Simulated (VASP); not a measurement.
# KCl (F-43m) in VASP: a series of runs, part 2 of 2

VASP 6.6.1. The steps go on from the part before.

**4. Single point, PBE**

Contents of INCAR:

```
ALGO = Fast
EDIFF = 1E-6
ENCUT = 520
GGA = PE
ISIF = 2
ISMEAR = 0
LASPH = True
LCHARG = False
LREAL = False
LWAVE = False
NBANDS = 15
NELM = 80
PREC = Accurate
SIGMA = 0.01
```

Contents of KPOINTS:

```
k-points
0
Gamma
  4 4 4
```

Contents of POSCAR:

```
KCl
1.0
    0.0000000000      3.5072828304      3.5072828304
    3.5072828304      0.0000000000      3.5072828304
    3.5072828304      3.5072828304      0.0000000000
K Cl
1 1
Direct
    0.0000000000      0.0000000000      0.0000000000
    0.2500000000      0.2500000000      0.2500000000
```

Potentials or basis: VASP PAW PBE potentials, release 64 (K_sv, Cl).

Launch:

```console
$ cat potpaw_PBE.64/K_sv/POTCAR potpaw_PBE.64/Cl/POTCAR > POTCAR
$ mpirun -np 1 vasp_std > vasp.out
```

OUTCAR:

```text
EDIFF = 1E-6
   ENCUT = 520
   GGA = PE
   ISIF = 2
   ISMEAR = 0
   LASPH = True
   LREAL = False
   NELM = 80
   PREC = Accurate

 ion  position               nearest neighbor table
   1  0.000  0.000  0.000-   2 3.04   2 3.04   2 3.04   2 3.04
   2  0.250  0.250  0.250-   1 3.04   1 3.04   1 3.04   1 3.04

  LATTYP: Found a face centered cubic cell.
 ALAT       =     7.0145656608

  Lattice vectors:

 A1 = (   0.0000000000,   3.5072828304,   3.5072828304)
 A2 = (   3.5072828304,   0.0000000000,   3.5072828304)
 A3 = (   3.5072828304,   3.5072828304,   0.0000000000)

Analysis of symmetry for initial positions (statically):
=====================================================================
 Subroutine PRICEL returns:
 Original cell was already a primitive cell.

 Routine SETGRP: Setting up the symmetry group for a
 face centered cubic supercell.

 Subroutine GETGRP returns: Found 24 space group operations
 (whereof 24 operations were pure point group operations)
 out of a pool of 48 trial point group operations.

The static configuration has the point symmetry T_d .

Analysis of symmetry for dynamics (positions and initial velocities):
=====================================================================
 Subroutine PRICEL returns:
 Original cell was already a primitive cell.

 Routine SETGRP: Setting up the symmetry group for a
 face centered cubic supercell.

 Subroutine GETGRP returns: Found 24 space group operations
 (whereof 24 operations were pure point group operations)
 out of a pool of 48 trial point group operations.

The dynamic configuration has the point symmetry T_d .

 Subroutine INISYM returns: Found 24 space group operations
 (whereof 24 operations are pure point group operations),
 and found     1 'primitive' translations

----------------------------------------------------------------------------------------

                                     Primitive cell

[... 103 lines left out ...]
   LRPA    =     F    only Hartree local field effects (RPA)
 non-spin polarized calculation
 RMM-DIIS sequential band-by-band and
 Gauss-broadening in eV      SIGMA  =   0.01
  energy-cutoff  :      520.00
  volume of cell :       86.29
 maximum number of plane-waves:      2346
 NGX is ok and might be reduce to    40
   NGX = 19   NGY = 19   NGZ = 19

 number of electron      16.0000000 magnetization

 Free energy of the ion-electron system (eV)
  ---------------------------------------------------
  ext. energy  EPLUGINS =         0.00000000
  ---------------------------------------------------
  free energy    TOTEN  =        -6.61858033 eV

  energy without entropy =       -6.61858033  energy(sigma->0) =       -6.61858033

 E-fermi :  -3.1371     XC(G=0):  -6.1183

 val. band max:       -3.2116980193   @ k =   0.5000   0.5000   0.0000
 cond. band min:       1.5646678748   @ k =   0.0000   0.0000   0.0000
 fundamental gap:      4.7763658941
 Fermi energy:        -3.1370813127

 k-point     1 :       0.0000    0.0000    0.0000
  band No.  band energies     occupation
      1     -30.4539      2.00000
      2     -14.9574      2.00000
      3     -13.9500      2.00000
      4     -13.9500      2.00000
      5     -13.9500      2.00000
      6      -3.2500      2.00000
      7      -3.2500      2.00000
      8      -3.2500      2.00000
      9       1.5647      0.00000
     10       6.1579      0.00000
     11       6.1579      0.00000
     12       7.1532      0.00000
     13       7.1537      0.00000
     14       7.1537      0.00000
[... 113 lines left out ...]
      2     -15.1865      2.00000
      3     -13.9865      2.00000
      4     -13.9758      2.00000
      5     -13.6613      2.00000
      6      -3.4464      2.00000
      7      -3.3858      2.00000
      8      -3.2165      2.00000
      9       3.6719      0.00000
     10       4.4705      0.00000
     11       6.5490      0.00000
     12       6.6032      0.00000
     13       6.8273      0.00000
     14       7.2377      0.00000
     15       7.9297      0.00000

------------------------ aborting loop because EDIFF is reached ----------------------------------------

  FORCE on cell =-STRESS in cart. coord.  units (eV):
  Direction    XX          YY          ZZ          XY          YZ          ZX
  --------------------------------------------------------------------------------------
  -------------------------------------------------------------------------------------
  Total        0.1753123      0.1753123      0.1753123     -0.0000000      0.0000000     -0.0000000
  in kB        3.2552226      3.2552226      3.2552226     -0.0000000      0.0000000     -0.0000000
  external PRESSURE =       3.2552226 kB  Pullay stress =       0.0000000 kB

 VOLUME and BASIS-vectors are now :
 -----------------------------------------------------------------------------
  energy-cutoff  :      520.00
  volume of cell :       86.29
      direct lattice vectors                 reciprocal lattice vectors
     0.000000000  3.507282830  3.507282830    -0.142560502  0.142560502  0.142560502
     3.507282830  0.000000000  3.507282830     0.142560502 -0.142560502  0.142560502
     3.507282830  3.507282830  0.000000000     0.142560502  0.142560502 -0.142560502

 POSITION                                       TOTAL-FORCE (eV/Angst)
 -----------------------------------------------------------------------------------
      0.00000      0.00000      0.00000        -0.000000     -0.000000     -0.000000
      1.75364      1.75364      1.75364         0.000000      0.000000      0.000000
 -----------------------------------------------------------------------------------
    total drift:                               -0.000000     -0.000000     -0.000000

  FREE ENERGIE OF THE ION-ELECTRON SYSTEM (eV)
  ---------------------------------------------------
  free  energy   TOTEN  =        -6.6185803259 eV

  energy  without entropy=       -6.6185803259  energy(sigma->0) =       -6.61858033
```

OSZICAR:

```text
N       E                     dE             d eps       ncg     rms          rms(c)
DAV:   1     0.985065765459E+02    0.98507E+02   -0.67432E+03   240   0.916E+02
DAV:   2     0.132350873741E+01   -0.97183E+02   -0.89842E+02   311   0.217E+02
DAV:   3    -0.674218385193E+01   -0.80657E+01   -0.80306E+01   331   0.542E+01
DAV:   4    -0.709943605336E+01   -0.35725E+00   -0.35714E+00   391   0.102E+01
DAV:   5    -0.710223105355E+01   -0.27950E-02   -0.27949E-02   331   0.101E+00    0.348E+00
RMM:   6    -0.662852761248E+01    0.47370E+00   -0.65018E-01   301   0.293E+00    0.249E+00
RMM:   7    -0.659343852171E+01    0.35089E-01   -0.37310E-01   323   0.215E+00    0.170E+00
RMM:   8    -0.662271946308E+01   -0.29281E-01   -0.57527E-02   291   0.135E+00    0.661E-01
RMM:   9    -0.661678639815E+01    0.59331E-02   -0.80793E-03   345   0.451E-01    0.396E-01
RMM:  10    -0.661892673623E+01   -0.21403E-02   -0.17234E-02   333   0.498E-01    0.256E-01
RMM:  11    -0.661872566976E+01    0.20107E-03   -0.13621E-03   342   0.194E-01    0.147E-01
RMM:  12    -0.661864066612E+01    0.85004E-04   -0.35976E-04   373   0.848E-02    0.961E-02
RMM:  13    -0.661857817539E+01    0.62491E-04   -0.18993E-04   342   0.573E-02    0.332E-02
RMM:  14    -0.661857647954E+01    0.16958E-05   -0.98720E-05   338   0.451E-02    0.712E-03
RMM:  15    -0.661857943590E+01   -0.29564E-05   -0.23983E-05   353   0.221E-02    0.122E-02
RMM:  16    -0.661858032592E+01   -0.89002E-06   -0.77789E-06   326   0.119E-02
   1 F= -.66185803E+01 E0= -.66185803E+01  d E =-.350510E-27
```

stdout:

```text
POSCAR found type information on POSCAR K Cl
 POSCAR found :  2 types and       2 ions
 scaLAPACK will be used
 LDA part: xc-table for (Slater+PW92), standard interpolation
 POSCAR, INCAR and KPOINTS ok, starting setup
 FFT: planning ... GRIDC
 FFT: planning ... GRID_SOFT
 FFT: planning ... GRID
 WAVECAR not read
 entering main loop
```

Wall time 19 s (1 thread of Intel Xeon Platinum 8488C (Sapphire Rapids), shared host); peak memory 0.23 GiB.

What came out:

- Free energy: -6.6186 eV
- Pressure: 0.3 GPa
- Band gap on the k mesh: 4.78 eV, indirect (least direct gap 4.81 eV)
